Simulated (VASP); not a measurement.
Set up this calculation in VASP 6.6.1, as the native input.

| Item | Value |
| --- | --- |
| Task | single point |
| Functional | PBE |
| Potentials or basis | VASP PAW PBE potentials, release 64 (Ge_d_GW) |
| Cutoff | 450 eV |
| k mesh | 5 × 5 × 5 |
| Occupations | gaussian, width 0.02 eV |
| Spin | no spin polarisation |
| Further INCAR settings | ALGO = Fast; EDIFF = 1e-07 |

The structure of Ge lies in POSCAR:

```
Ge
1.0
   -2.5744897190      2.5744897190      1.3974126432
    2.5744897190     -2.5744897190      1.3974126432
    2.5744897190      2.5744897190     -1.3974126432
Ge
2
Direct
    0.5000000000      0.5000000000      0.0000000000
    0.2500000000      0.7500000000      0.5000000000
```

This isn't the form of Ge at room conditions, which is diamond.

One way to write it, as run:

INCAR

```
PREC = Accurate ; ENCUT = 450
EDIFF = 1E-7 ; ISMEAR = 0
SIGMA = 0.02 ; LREAL = False
LASPH = True ; NELM = 80
ALGO = Fast ; ISIF = 2
LWAVE = False ; LCHARG = False
GGA = PE
```

KPOINTS

```
regular mesh
0
Gamma
  5 5 5
```

Potentials or basis: VASP PAW PBE potentials, release 64 (Ge_d_GW).

Run with:

```bash
$ cat potpaw_PBE.64/Ge_d_GW/POTCAR > POTCAR
$ mpirun -np 1 vasp_std > vasp.out
```

Results of the run:

The pressure is 3.4 GPa and the band gap on the k mesh is none (metal or under the smearing width).

Caveat: the k mesh is coarse (spacing up to 0.51 Å⁻¹), so the values aren't converged; the cutoff is under 1.25 times the usual one of these potentials, so pressure, stress and relaxed cells hold a basis-set (Pulay) error.

It took 15 s on 1 thread of AMD EPYC 7R43 64-Core Processor (Zen 3) (shared host), peak memory 0.11 GiB.
